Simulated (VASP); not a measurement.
# O (P-1) in VASP: a series of runs, part 2 of 2

VASP 6.6.1. Earlier steps stand in the parts before.

**3. Density of states, PBE+D3(BJ)**

File POSCAR:

```
O
4.0314
   -0.054658962147      0.552082234459      0.832006191398
    0.325511834598     -0.002167286799      0.809213717319
    0.336129855633      0.523356816491     -0.006058513172
O
2
Direct
    0.0907161500      0.0846468600      0.9162103700
    0.9092838500      0.9153531400      0.0837896300
```

File INCAR.step1:

```
SYSTEM = O
  ALGO = Fast
  EDIFF = 1E-7
  ENCUT = 600
  GGA = PE
  ISIF = 2
  ISMEAR = -5
  IVDW = 12
  LASPH = .True.
  LCHARG = .True.
  LREAL = .False.
  LWAVE = .False.
  NELM = 80
  PREC = Accurate
  SIGMA = 0.05
```

File KPOINTS.step1:

```
k-points
0
Gamma
  11 12 12
  0 0 0
```

File INCAR.step2:

```
SYSTEM = O
  ALGO = Fast
  EDIFF = 1E-7
  ENCUT = 600
  GGA = PE
  ICHARG = 11
  ISIF = 2
  ISMEAR = -5
  IVDW = 12
  LASPH = .True.
  LCHARG = .False.
  LORBIT = 10
  LREAL = .False.
  LWAVE = .False.
  NEDOS = 2001
  NELM = 80
  PREC = Accurate
  SIGMA = 0.05
```

File KPOINTS.step2:

```
k-points
0
Gamma
  17 18 18
  0 0 0
```

Potentials or basis: VASP PAW PBE potentials, release 64 (O_s).

Started as:

```sh
cat potpaw_PBE.64/O_s/POTCAR > POTCAR
cp INCAR.step1 INCAR
cp KPOINTS.step1 KPOINTS
mpirun -np 1 vasp_std > vasp.out
cp INCAR.step2 INCAR
cp KPOINTS.step2 KPOINTS
mpirun -np 1 vasp_std > vasp.out
```

OUTCAR:

```text
SYSTEM = O
   EDIFF = 1E-7
   ENCUT = 600
   GGA = PE
   ICHARG = 11
   ISIF = 2
   ISMEAR = -5
   IVDW = 12
   LASPH = .True.
   LORBIT = 10
   LREAL = .False.
   NELM = 80
   PREC = Accurate
 IVDW          = 12

 ion  position               nearest neighbor table
   1  0.091  0.085  0.916-   2 1.17
   2  0.909  0.915  0.084-   1 1.17

  Warning from LATTYP: Got some problem with cell dimensions!
  Tried to take original basis but could not verify dimensions!
  LATTYP: Found a triclinic cell.
 ALAT       =     2.5076550535
 B/A-ratio  =     1.1535550050
 C/A-ratio  =     1.5594556047
 COS(alpha) =     0.0213956254
 COS(beta)  =     0.4699213302
 COS(gamma) =     0.5036044999

  Lattice vectors:

 A1 = (   1.3550739000,   2.1098606700,  -0.0244242900)
 A2 = (   2.8876944500,  -0.1245408500,  -0.1163098700)
 A3 = (   0.0428054900,   2.1185978700,  -3.2866884700)

Analysis of symmetry for initial positions (statically):
=====================================================================
 Subroutine PRICEL returns:
 Original cell was already a primitive cell.

 Routine SETGRP: Setting up the symmetry group for a
 triclinic supercell.

 Subroutine GETGRP returns: Found  2 space group operations
 (whereof  2 operations were pure point group operations)
 out of a pool of  2 trial point group operations.

The static configuration has the point symmetry S_2 .

Analysis of symmetry for dynamics (positions and initial velocities):
=====================================================================
 Subroutine PRICEL returns:
 Original cell was already a primitive cell.

 Routine SETGRP: Setting up the symmetry group for a
 triclinic supercell.

 Subroutine GETGRP returns: Found  2 space group operations
 (whereof  2 operations were pure point group operations)
 out of a pool of  2 trial point group operations.

The dynamic configuration has the point symmetry S_2 .

 Subroutine INISYM returns: Found  2 space group operations
 (whereof  2 operations are pure point group operations),
 and found     1 'primitive' translations

----------------------------------------------------------------------------------------

                                     Primitive cell

  volume of cell :      20.7531

  direct lattice vectors                    reciprocal lattice vectors
    -0.220352140  2.225664320  3.354149760    -0.331647221  0.214553935  0.133982028
     1.312268410 -0.008737200  3.262264180     0.343618415 -0.218749865  0.167726805
     1.355073900  2.109860670 -0.024424290     0.351273266  0.246728947 -0.140641305

  length of vectors
     4.031433659  3.516318003  2.507655053     0.417102450  0.440519465  0.451716789

  position of ions in fractional coordinates (direct lattice)
     0.090716150  0.084646860  0.916210370
     0.909283850  0.915353140  0.083789630

  ion indices of the primitive-cell ions
   primitive index   ion index
                 1           1
                 2           2

----------------------------------------------------------------------------------------
[... 55 lines left out ...]
   number of dos      NEDOS =   2001   number of ions     NIONS =      2
   total plane-waves  NPLWV =  17920
   dimension x,y,z NGX =    32 NGY =   28 NGZ =   20
   dimension x,y,z NGXF=    64 NGYF=   56 NGZF=   40
   ions per type =               2
   NGX,Y,Z   is equivalent  to a cutoff of  13.20, 13.24, 13.26 a.u.
   NGXF,Y,Z  is equivalent  to a cutoff of  26.39, 26.48, 26.52 a.u.
 SYSTEM =  O
   PREC   = accura    normal or accurate (medium, high low for compatibility)
   ISTART =      0    job   : 0-new  1-cont  2-samecut
   ICHARG =     11    charge: 1-file 2-atom 10-const
   ISPIN  =      1    spin polarized calculation?
   LNONCOLLINEAR =      F non collinear calculations
   LSORBIT =      F    spin-orbit coupling
   LASPH  =      T    aspherical Exc in radial PAW
   ENCUT  =  600.0 eV  44.10 Ry    6.64 a.u.   8.05  7.02  5.01*2*pi/ulx,y,z
   NELM   =     80;   NELMIN=  2; NELMDL=  0     # of ELM steps
   EDIFF  = 0.1E-06   stopping-criterion for ELM
   LREAL  =      F    real-space projection
   EDIFFG = 0.1E-05   stopping-criterion for IOM
   NSW    =      0    number of steps for IOM
   IBRION =     -1    ionic relax: 0-MD 1-quasi-New 2-CG
   NFREE  =      0    steps in history (QN), initial steepest desc. (CG)
   ISIF   =      2    stress and relaxation
   ISYM   =      2    0-nonsym 1-usesym 2-fastsym
   POTIM  = 0.5000    time-step for ionic-motion
   TEBEG  =    0.0;   TEEND  =   0.0 temperature during run
   PSTRESS=    0.0 pullay stress
   NELECT =      12.0000    total number of electrons
   NUPDOWN=      -1.0000    fix difference up-down
   EMIN   =  10.00;   EMAX   =-10.00  energy-range for DOS
   EFERMI =   0.00;   METHOD = LEGACY
   ISMEAR =    -5;   SIGMA  =   0.05  broadening in eV -4-tet -1-fermi 0-gaus
   EFERMI_NEDOS =   21; number of points for ismear=-14 and -15
   IALGO  =     68    algorithm
   IMIX   =      4    mixing-type and parameters
     AMIX     =   0.40;   BMIX     =  1.00
     AMIX_MAG =   1.60;   BMIX_MAG =  1.00
  volume/ion in A,a.u.               =      10.38        70.02
  Fermi-wavevector in a.u.,A,eV,Ry     =   1.363874  2.577348 25.308905  1.860152
  Thomas-Fermi vector in A             =   2.490239
   LORBIT       =     10    0 simple, 1 ext, 2 COOP (PROOUT), +10 PAW based schemes
   GGA     = PE    functional components
   LHFCALC =     F    Hartree Fock is set to
   AEXX    =    0.0000 exact exchange contribution
   IVDW    =    12    specifies the selected vdW correction
   LEPSILON=     F    determine dielectric tensor
   LRPA    =     F    only Hartree local field effects (RPA)
 non-spin polarized calculation
 RMM-DIIS sequential band-by-band and
 Fermi weights with tetrahedron method with Bloechl corrections
  energy-cutoff  :      600.00
  volume of cell :       20.75
 maximum number of plane-waves:       714

 number of electron      12.0000003 magnetization

 Free energy of the ion-electron system (eV)
  ---------------------------------------------------
  ext. energy  EPLUGINS =         0.00000000
  ---------------------------------------------------
  free energy    TOTEN  =        -8.10896365 eV

  energy without entropy =       -8.10896365  energy(sigma->0) =       -8.10896365

 E-fermi :   1.9016     XC(G=0):  -9.9381

 val. band max:        1.9255631819   @ k =   0.4118   0.1667   0.2222
 cond. band min:       1.8576802629   @ k =   0.2941   0.0000   0.2778
 fundamental gap:     -0.0678829191
 Fermi energy:         1.9016125828

 k-point     1 :       0.0000    0.0000    0.0000
  band No.  band energies     occupation
      1     -27.0612      2.00000
      2     -11.8640      2.00000
      3      -7.3839      2.00000
      4      -4.7590      2.00000
      5      -4.2127      2.00000
      6       2.2620      0.00000
      7       3.0905      0.00000
      8      11.4198      0.00000
      9      13.2154      0.00000
     10      18.0990      0.00000
[... 287 lines left out ...]
 k-point    24 :      -0.1765    0.0556    0.0000
  band No.  band energies     occupation
      1     -26.8872      2.00000
      2     -11.7896      2.00000
      3      -7.2874      2.00000
      4      -5.4501      2.00000
      5      -4.3479      2.00000
      6       1.4574      2.00000
      7       2.9848      0.00000
      8      12.5693      0.00000
      9      13.4256      0.00000
     10      18.6393      0.00000

 [... further k-points ...]

------------------------ aborting loop because EDIFF is reached ----------------------------------------

 Edisp (eV)   -0.16180

 E8    (eV) :    -0.0394

  FORCE on cell =-STRESS in cart. coord.  units (eV):
  Direction    XX          YY          ZZ          XY          YZ          ZX
  --------------------------------------------------------------------------------------
  -------------------------------------------------------------------------------------
  Total      -0.11775    -0.74934    17.80218     0.00899     0.29858    -0.08112
  in kB      -9.09046   -57.85031  1374.36035     0.69428    23.05112    -6.26292
  external pressure =      435.81 kB  Pullay stress =        0.00 kB

 VOLUME and BASIS-vectors are now :
 -----------------------------------------------------------------------------
  energy-cutoff  :      600.00
  volume of cell :       20.75
      direct lattice vectors                 reciprocal lattice vectors
    -0.220352140  2.225664320  3.354149760    -0.331647221  0.214553935  0.133982028
     1.312268410 -0.008737200  3.262264180     0.343618415 -0.218749865  0.167726805
     1.355073900  2.109860670 -0.024424290     0.351273266  0.246728947 -0.140641305

 POSITION                                       TOTAL-FORCE (eV/Angst)
 -----------------------------------------------------------------------------------
      1.33262      2.13424      0.55804        -0.389722      0.297180     14.031339
      1.11437      2.19255      6.03395         0.389722     -0.297180    -14.031339
 -----------------------------------------------------------------------------------
    total drift:                                0.000000     -0.000000      0.000000

  FREE ENERGIE OF THE ION-ELECTRON SYSTEM (eV)
  ---------------------------------------------------
  free  energy   TOTEN  =        -8.2707680641 eV

  energy  without entropy=       -8.2707680641  energy(sigma->0) =       -8.27076806

 total charge

# of ion       s       p       d       tot
------------------------------------------
    1        1.848   4.060   0.000   5.908
    2        1.848   4.060   0.000   5.908
--------------------------------------------------
tot          3.696   8.120   0.000  11.816
```

Run time: 8.3 min. Hardware: 1 thread of Intel Xeon Platinum 8175M at 2.50GHz (Skylake/Cascade Lake), shared host; peak memory 0.64 GiB.

What came out:

| Item | Value |
| --- | --- |
| Valence electrons inside the program's atomic spheres | O 5.91 |
| Dispersion energy per atom | -0.081 eV |

Levels at points of the mesh, in eV from the Fermi level:
| k point | band 2 | band 3 | band 4 | band 5 | band 6 | band 7 | band 8 | band 9 | band 10 |
| --- | --- | --- | --- | --- | --- | --- | --- | --- | --- |
| (0.00, 0.00, 0.00) | -13.77 | -9.29 | -6.66 | -6.11 | 0.36 | 1.19 | 9.52 | 11.31 | 16.20 |
| (0.00, 0.50, 0.00) | -14.09 | -9.33 | -7.29 | -6.41 | -1.10 | 0.98 | 10.26 | 14.49 | 15.21 |
| (0.00, 0.00, 0.50) | -13.48 | -9.48 | -7.39 | -6.97 | -1.34 | 0.49 | 10.29 | 13.19 | 15.56 |
| (0.00, 0.50, 0.50) | -13.89 | -9.21 | -7.70 | -6.12 | -2.10 | 0.47 | 10.06 | 11.90 | 16.33 |

States per cell in windows of 1 eV (zero at the Fermi level; states under -8 eV left out):
```csv
from (eV),total,O1_p,O2_p,O1_s,O2_s,O1_d,O2_d
-8.0,2.10,0.95,0.95,0.05,0.05,0.00,0.00
-7.0,1.96,0.91,0.91,0.06,0.06,0.00,0.00
-6.0,0.00,0.00,0.00,0.00,0.00,0.00,0.00
-5.0,0.00,0.00,0.00,0.00,0.00,0.00,0.00
-4.0,0.00,0.00,0.00,0.00,0.00,0.00,0.00
-3.0,0.00,0.00,0.00,0.00,0.00,0.00,0.00
-2.0,0.70,0.27,0.27,0.00,0.00,0.00,0.00
-1.0,1.27,0.51,0.51,0.00,0.00,0.00,0.00
0.0,1.81,0.79,0.79,0.00,0.00,0.00,0.00
1.0,0.21,0.09,0.09,0.00,0.00,0.00,0.00
2.0,0.00,0.00,0.00,0.00,0.00,0.00,0.00
3.0,0.00,0.00,0.00,0.00,0.00,0.00,0.00
4.0,0.00,0.00,0.00,0.00,0.00,0.00,0.00
5.0,0.00,0.00,0.00,0.00,0.00,0.00,0.00
6.0,0.00,0.00,0.00,0.00,0.00,0.00,0.00
7.0,0.00,0.00,0.00,0.00,0.00,0.00,0.00
```

Caveat: the standard files for N, O and F lose accuracy on very short bonds; spin is off for a triplet molecule; pairwise dispersion overbinds metals, which lowers pressure and volume; tetrahedron occupations give inexact forces and stress in metals.
